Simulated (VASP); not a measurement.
# EuO (Fm-3m) in VASP: single point with PBE

Aim: the single point of EuO with PBE.

Program: VASP 6.6.1. These are calculated values, not measurements. Logs are shortened: lines on timing, memory, paths and dates and some standing lists are left out, and cuts for length are marked.

**What was measured.**

A printed reference work, monograph reports, for a bulk crystal of EuO at 300 K: band gap 1.115 eV (optical).

The results are compared with them further down.

## (1) The cell of the first run

The structure is cubic, space group Fm-3m (No. 225). The conventional cell has a = 5.064 Å, b = 5.064 Å, c = 5.064 Å, α = 90.00°, β = 90.00°, γ = 90.00°. Eu (site symmetry m-3m) has 6 O at 2.53 Å within 3.3 Å. Within 3.3 Å of O (site symmetry m-3m) lie 6 Eu at 2.53 Å.

## (2) Single point, PBE, collinear spin, ferromagnetic start

Contents of INCAR:

```
SYSTEM = EuO
PREC = Accurate ; ENCUT = 520
EDIFF = 1E-7 ; ISMEAR = 0
SIGMA = 0.1 ; LREAL = .FALSE.
LASPH = .TRUE. ; NELM = 150
ALGO = Normal ; ISIF = 2
LWAVE = .FALSE. ; LCHARG = .FALSE.
ISPIN = 2 ; MAGMOM = 7.45 0
LORBIT = 11 ; LMAXMIX = 6
GGA = PE ; NBANDS = 22
```

Contents of KPOINTS:

```
Automatic mesh
0
G
  14 14 14
  0 0 0
```

Contents of POSCAR:

```
EuO
1.0
    0.0000000000      2.5320197653      2.5320197653
    2.5320197653      0.0000000000      2.5320197653
    2.5320197653      2.5320197653      0.0000000000
Eu O
1 1
Direct
    0.0000000000      0.0000000000      0.0000000000
    0.5000000000      0.5000000000      0.5000000000
```

Potentials or basis: VASP PAW PBE potentials, release 64 (Eu, O).

Run with:

```
$ cat potpaw_PBE.64/Eu/POTCAR potpaw_PBE.64/O/POTCAR > POTCAR
$ mpirun -np 1 vasp_std > vasp.out
```

OUTCAR:

```text
SYSTEM = EuO
   PREC = Accurate
   ENCUT = 520
   EDIFF = 1E-7
   ISMEAR = 0
   LREAL = .FALSE.
   LASPH = .TRUE.
   NELM = 150
   ISIF = 2
   ISPIN = 2
   LORBIT = 11
   GGA = PE

 ion  position               nearest neighbor table
   1  0.000  0.000  0.000-   2 2.53   2 2.53   2 2.53   2 2.53   2 2.53   2 2.53
   2  0.500  0.500  0.500-   1 2.53   1 2.53   1 2.53   1 2.53   1 2.53   1 2.53

  LATTYP: Found a face centered cubic cell.
 ALAT       =     5.0640395306

  Lattice vectors:

 A1 = (   0.0000000000,   2.5320197653,   2.5320197653)
 A2 = (   2.5320197653,   0.0000000000,   2.5320197653)
 A3 = (   2.5320197653,   2.5320197653,   0.0000000000)

Analysis of symmetry for initial positions (statically):
=====================================================================
 Subroutine PRICEL returns:
 Original cell was already a primitive cell.

 Routine SETGRP: Setting up the symmetry group for a
 face centered cubic supercell.

 Subroutine GETGRP returns: Found 48 space group operations
 (whereof 48 operations were pure point group operations)
 out of a pool of 48 trial point group operations.

The static configuration has the point symmetry O_h .

Analysis of symmetry for dynamics (positions and initial velocities):
=====================================================================
 Subroutine PRICEL returns:
 Original cell was already a primitive cell.

 Routine SETGRP: Setting up the symmetry group for a
 face centered cubic supercell.

 Subroutine GETGRP returns: Found 48 space group operations
 (whereof 48 operations were pure point group operations)
 out of a pool of 48 trial point group operations.

The dynamic configuration has the point symmetry O_h .

Analysis of structural, dynamic, and magnetic symmetry:
=====================================================================
 Subroutine PRICEL returns:
 Original cell was already a primitive cell.

 Routine SETGRP: Setting up the symmetry group for a
 face centered cubic supercell.

 Subroutine GETGRP returns: Found 48 space group operations
 (whereof 48 operations were pure point group operations)
 out of a pool of 48 trial point group operations.

The overall configuration has the point symmetry O_h .

 Subroutine INISYM returns: Found 48 space group operations
 (whereof 48 operations are pure point group operations),
 and found     1 'primitive' translations

----------------------------------------------------------------------------------------

                                     Primitive cell

  volume of cell :      32.4662

  direct lattice vectors                    reciprocal lattice vectors
     0.000000000  2.532019765  2.532019765    -0.197470812  0.197470812  0.197470812
     2.532019765  0.000000000  2.532019765     0.197470812 -0.197470812  0.197470812
     2.532019765  2.532019765  0.000000000     0.197470812  0.197470812 -0.197470812

  length of vectors
     3.580816692  3.580816692  3.580816692     0.342029480  0.342029480  0.342029480

  position of ions in fractional coordinates (direct lattice)
     0.000000000  0.000000000  0.000000000
     0.500000000  0.500000000  0.500000000

  ion indices of the primitive-cell ions
   primitive index   ion index
                 1           1
                 2           2

----------------------------------------------------------------------------------------

 KPOINTS: Automatic mesh

Automatic generation of k-mesh.
 Grid dimensions read from file:
 generate k-points for:   14   14   14

 Generating k-lattice:

  Cartesian coordinates                     Fractional coordinates (reciprocal lattice)
    -0.014105058  0.014105058  0.014105058     0.071428571  0.000000000  0.000000000
     0.014105058 -0.014105058  0.014105058     0.000000000  0.071428571  0.000000000
     0.014105058  0.014105058 -0.014105058     0.000000000  0.000000000  0.071428571

  Length of vectors
     0.024430677  0.024430677  0.024430677

  Shift w.r.t. Gamma in fractional coordinates (k-lattice)
     0.000000000  0.000000000  0.000000000

 Subroutine IBZKPT returns following result:
 ===========================================

 Found    104 irreducible k-points:

 Following reciprocal coordinates:
            Coordinates               Weight
  0.000000  0.000000  0.000000      1.000000
  0.071429  0.000000  0.000000      8.000000
  0.142857  0.000000  0.000000      8.000000
  0.214286  0.000000  0.000000      8.000000
  0.285714  0.000000  0.000000      8.000000
  0.357143  0.000000  0.000000      8.000000
[... 16 lines left out ...]
  0.214286  0.142857  0.000000     24.000000
  0.285714  0.142857  0.000000     24.000000
 [... further k-points ...]
   k-points           NKPTS =    104   k-points in BZ     NKDIM =    104   number of bands    NBANDS=     22
   number of dos      NEDOS =    301   number of ions     NIONS =      2
   total plane-waves  NPLWV =  21952
   dimension x,y,z NGX =    28 NGY =   28 NGZ =   28
   dimension x,y,z NGXF=    56 NGYF=   56 NGZF=   56
   ions per type =               1   1
   NGX,Y,Z   is equivalent  to a cutoff of  13.00, 13.00, 13.00 a.u.
   NGXF,Y,Z  is equivalent  to a cutoff of  26.00, 26.00, 26.00 a.u.
 SYSTEM =  EuO
   PREC   = accura    normal or accurate (medium, high low for compatibility)
   ISTART =      0    job   : 0-new  1-cont  2-samecut
   ICHARG =      2    charge: 1-file 2-atom 10-const
   ISPIN  =      2    spin polarized calculation?
   LNONCOLLINEAR =      F non collinear calculations
   LSORBIT =      F    spin-orbit coupling
   LASPH  =      T    aspherical Exc in radial PAW
   ENCUT  =  520.0 eV  38.22 Ry    6.18 a.u.   6.66  6.66  6.66*2*pi/ulx,y,z
   NELM   =    150;   NELMIN=  2; NELMDL= -5     # of ELM steps
   EDIFF  = 0.1E-06   stopping-criterion for ELM
   LREAL  =      F    real-space projection
   EDIFFG = 0.1E-05   stopping-criterion for IOM
   NSW    =      0    number of steps for IOM
   IBRION =     -1    ionic relax: 0-MD 1-quasi-New 2-CG
   NFREE  =      0    steps in history (QN), initial steepest desc. (CG)
   ISIF   =      2    stress and relaxation
   ISYM   =      2    0-nonsym 1-usesym 2-fastsym
   POTIM  = 0.5000    time-step for ionic-motion
   TEBEG  =    0.0;   TEEND  =   0.0 temperature during run
   PSTRESS=    0.0 pullay stress
   NELECT =      23.0000    total number of electrons
   NUPDOWN=      -1.0000    fix difference up-down
   EMIN   =  10.00;   EMAX   =-10.00  energy-range for DOS
   EFERMI =   0.00;   METHOD = LEGACY
   ISMEAR =     0;   SIGMA  =   0.10  broadening in eV -4-tet -1-fermi 0-gaus
   EFERMI_NEDOS =   21; number of points for ismear=-14 and -15
   IALGO  =     38    algorithm
   IMIX   =      4    mixing-type and parameters
     AMIX     =   0.40;   BMIX     =  1.00
     AMIX_MAG =   1.60;   BMIX_MAG =  1.00
  volume/ion in A,a.u.               =      16.23       109.55
  Fermi-wavevector in a.u.,A,eV,Ry     =   1.459398  2.757862 28.978259  2.129842
  Thomas-Fermi vector in A             =   2.575970
   LORBIT       =     11    0 simple, 1 ext, 2 COOP (PROOUT), +10 PAW based schemes
   GGA     = PE    functional components
   LHFCALC =     F    Hartree Fock is set to
   AEXX    =    0.0000 exact exchange contribution
   IVDW    =     0    specifies the selected vdW correction
   LEPSILON=     F    determine dielectric tensor
   LRPA    =     F    only Hartree local field effects (RPA)
 spin polarized calculation
 Gauss-broadening in eV      SIGMA  =   0.10
  energy-cutoff  :      520.00
  volume of cell :       32.47
 maximum number of plane-waves:       895
   NGX = 13   NGY = 13   NGZ = 13

 number of electron      22.9999995 magnetization       6.9425168

 Free energy of the ion-electron system (eV)
  ---------------------------------------------------
  ext. energy  EPLUGINS =         0.00000000
  ---------------------------------------------------
  free energy    TOTEN  =       -22.04188370 eV

  energy without entropy =      -22.03531640  energy(sigma->0) =      -22.03860005

 E-fermi :   5.0100     XC(G=0): -11.1225

 val. band max:        4.9966568515   @ k =  -0.0714   0.0714   0.0000
 cond. band min:       5.0146159433   @ k =   0.4286   0.3571   0.0000
 fundamental gap:      0.0179590919
 Fermi energy:         5.0099724942

 spin component 1

 k-point     1 :       0.0000    0.0000    0.0000
  band No.  band energies     occupation
      1     -36.5120      1.00000
      2     -14.8515      1.00000
      3     -14.8515      1.00000
      4     -14.8515      1.00000
      5     -13.9104      1.00000
      6       0.9949      1.00000
[... 14 lines left out ...]
     21       8.9491      0.00000
     22      14.2292      0.00000
[... 552 lines left out ...]
  band No.  band energies     occupation
      1     -36.4450      1.00000
      2     -16.0524      1.00000
      3     -14.9932      1.00000
      4     -14.9739      1.00000
      5     -12.8721      1.00000
      6      -0.4134      1.00000
[... 14 lines left out ...]
     21      11.3650      0.00000
     22      17.7337      0.00000

 [... further k-points ...]

 spin component 2

 k-point     1 :       0.0000    0.0000    0.0000
  band No.  band energies     occupation
      1     -33.4790      1.00000
      2     -13.9805      1.00000
      3     -12.5601      1.00000
      4     -12.5601      1.00000
      5     -12.5601      1.00000
      6       1.0840      1.00000
[... 14 lines left out ...]
     21      10.0742      0.00000
     22      16.1887      0.00000
[... 552 lines left out ...]
  band No.  band energies     occupation
      1     -33.3931      1.00000
      2     -14.9480      1.00000
      3     -12.7300      1.00000
      4     -12.7055      1.00000
      5     -11.8395      1.00000
      6      -0.2310      1.00000
[... 14 lines left out ...]
     21      12.4303      0.00000
     22      19.4033      0.00000

 [... further k-points ...]
[... 5 lines left out ...]
  --------------------------------------------------------------------------------------
  -------------------------------------------------------------------------------------
  Total       -0.0939262     -0.0939262     -0.0939262     -0.0000000     -0.0000000      0.0000000
  in kB       -4.6351763     -4.6351763     -4.6351763     -0.0000000     -0.0000000      0.0000000
  external PRESSURE =      -4.6351763 kB  Pullay stress =       0.0000000 kB

 VOLUME and BASIS-vectors are now :
 -----------------------------------------------------------------------------
  energy-cutoff  :      520.00
  volume of cell :       32.47
      direct lattice vectors                 reciprocal lattice vectors
     0.000000000  2.532019765  2.532019765    -0.197470812  0.197470812  0.197470812
     2.532019765  0.000000000  2.532019765     0.197470812 -0.197470812  0.197470812
     2.532019765  2.532019765  0.000000000     0.197470812  0.197470812 -0.197470812

 POSITION                                       TOTAL-FORCE (eV/Angst)
 -----------------------------------------------------------------------------------
      0.00000      0.00000      0.00000        -0.000000     -0.000000     -0.000000
      2.53202      2.53202      2.53202         0.000000      0.000000      0.000000
 -----------------------------------------------------------------------------------
    total drift:                                0.000000      0.000000      0.000000

  FREE ENERGIE OF THE ION-ELECTRON SYSTEM (eV)
  ---------------------------------------------------
  free  energy   TOTEN  =       -22.0418836970 eV

  energy  without entropy=      -22.0353163959  energy(sigma->0) =      -22.03860005

 total charge

# of ion       s       p       d       f       tot
--------------------------------------------------
    1        2.032   5.768   0.427   6.599  14.827
    2        1.556   3.408   0.000   0.000   4.964
--------------------------------------------------
tot          3.588   9.177   0.427   6.599  19.792

 magnetization (x)

# of ion       s       p       d       f       tot
--------------------------------------------------
    1       -0.012  -0.105   0.148   6.541   6.571
    2       -0.004  -0.092   0.000   0.000  -0.096
--------------------------------------------------
tot         -0.016  -0.197   0.148   6.541   6.475
```

It took 2.8 min on 1 thread of Intel Xeon Platinum 8375C at 2.90GHz (Ice Lake), shared host; peak memory 0.28 GiB.

Results:

| Property | Result |
| --- | --- |
| Free energy | -22.0419 eV |
| Pressure | -0.5 GPa |
| Net moment | 6.94 μB per cell |
| Site moments | Eu +6.57; O -0.10 μB |
| Valence electrons inside the program's atomic spheres | Eu 14.83; O 4.96 |

Levels at points of the mesh, in eV from the Fermi level:
Spin up:
| k point | band 12 | band 13 | band 14 | band 15 | band 16 | band 17 | band 18 | band 19 |
| --- | --- | --- | --- | --- | --- | --- | --- | --- |
| (0.00, 0.00, 0.00) | -0.27 | -0.21 | 0.07 | 0.07 | 0.07 | 1.60 | 1.60 | 1.60 |
| (0.50, 0.00, 0.00) | -0.31 | -0.31 | -0.29 | -0.26 | 2.31 | 4.49 | 4.49 | 5.01 |
| (0.50, 0.50, 0.00) | -0.40 | -0.40 | -0.32 | -0.05 | -0.05 | 3.63 | 5.90 | 6.84 |
Spin down:
```tsv
k point	band 6	band 7	band 8	band 9	band 10	band 11
(0.00, 0.00, 0.00)	-3.93	-3.93	-3.93	0.89	2.71	2.71
(0.50, 0.00, 0.00)	-5.99	-5.07	-5.07	3.13	3.65	4.09
(0.50, 0.50, 0.00)	-3.86	-3.83	-3.83	-0.38	4.13	4.21
```

Caveat: spin-orbit coupling is left out, which moves the levels of the heavy elements; a cell with one magnetic atom can't hold antiferromagnetic order, which such compounds often take; semilocal functionals describe open f shells poorly, which spoils levels, moments and volumes.

## (3) How close it comes

Step 2. Against the measured gap of EuO, 1.115 eV (optical; 300 K; a printed reference work, monograph), the calculated 0.00 eV is off by -1.11 eV. So large a miss can be the level of theory's own, or it may mean another phase, state or a wrong row. Spin-orbit coupling on Eu is left out. The value is that of PBE on a finite k mesh, which can miss the band edges, without temperature or zero-point motion. Semilocal functionals fall short of measured gaps as a rule. The run's magnetic order (collinear spin, ferromagnetic start) needn't be the measured crystal's.
